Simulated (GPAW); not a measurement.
## Optical response of ZnSe (Stilleite)

Aim: the dielectric function of ZnSe (Stilleite), and the optical constants that follow from it.

Calculated with GPAW 26.7.0; DFT, PBE, plane-wave PAW (GPAW data sets), scalar-relativistic, RPA, optical limit.

## (1) The structure

The structure is cubic, space group F-43m (No. 216). Conventional cell: a = 5.668 Å, b = 5.668 Å, c = 5.668 Å, α = 90.00°, β = 90.00°, γ = 90.00°. Nearest to Se lie 4 Zn at 2.45 Å. Nearest to Zn lie 4 Se at 2.45 Å. Farther neighbours and most contacts between anions are not listed.

Structure file:

```cif
data_structure
_symmetry_space_group_name_H-M 'F-43m'
_symmetry_Int_Tables_number 216
_cell_length_a 5.6676
_cell_length_b 5.6676
_cell_length_c 5.6676
_cell_angle_alpha 90.000
_cell_angle_beta 90.000
_cell_angle_gamma 90.000
_cell_volume 182.05
loop_
_atom_site_label
_atom_site_type_symbol
_atom_site_symmetry_multiplicity
_atom_site_Wyckoff_symbol
_atom_site_fract_x
_atom_site_fract_y
_atom_site_fract_z
_atom_site_occupancy
Se1 Se 4 c 0.25000 0.25000 0.25000 1
Zn1 Zn 4 a 0.00000 0.00000 0.00000 1
```

## (2) Dielectric function, RPA

Local fields let the induced charge screen the field inside the cell, which as a rule lowers ε, most along directions where the density is uneven.

Contents of df.py:

```python
from gpaw.response.df import DielectricFunction

df = DielectricFunction('full.gpw', frequencies={'type': 'nonlinear', 'domega0': 0.03, 'omega2': 8},
                        ecut=50,
                        eta=0.12,
                        nbands=36,
                        txt='df.txt')
for direction in ['x']:
    df.get_dielectric_function(xc='RPA', direction=direction, filename=f'df_{direction}.csv')
```

Started as:

```console
$ OMP_NUM_THREADS=1 python df.py
```

Q: Predict the electronic dielectric constant ε∞, mean over x, y and z (RPA); and main peak of Im epsilon, first axis.

At this level (PBE, RPA) ZnSe has ε∞ = 6.99 and n = 2.71 at 1550 nm, and Im ε peaks at 5.4 eV. Local fields change the static value along x from 7.71 to 6.99 (-9 %). Distinct maxima of Im ε, read by a parabola through the highest points, lie at 4.02 eV (8.6), 5.37 eV (12), 5.68 eV (11) and 5.98 eV (11).

| Property | Result |
| --- | --- |
| electronic dielectric constant ε∞, mean over x, y and z (by symmetry where fewer were run) (RPA) | 6.99 |
| main peak of Im epsilon, first axis | 5.37 eV |

Excitons and phonon-assisted transitions are missing; PBE gaps are as a rule too small, which pulls the onset down and ε∞ up. The sum runs over mesh points, so small or evenly spaced maxima can still be ripples of the mesh. In this version of GPAW the matrix elements of the optical limit are incomplete, which can lower ε − 1 by up to a tenth where first-row anions or d states rule, and shift it by more in d metals.

[Machine, clock and banner lines and Python warnings are left out of the logs.]

[Logs are printed without paths, hosts, clocks, repeated set-up lines and the standing remarks that a program may print on its own settings, such as how far it seeks lower states.]

[Hosts, paths, dates, database ids (printed as entryN), source tags and the programs' standing remarks are cut or masked in the printed files.]
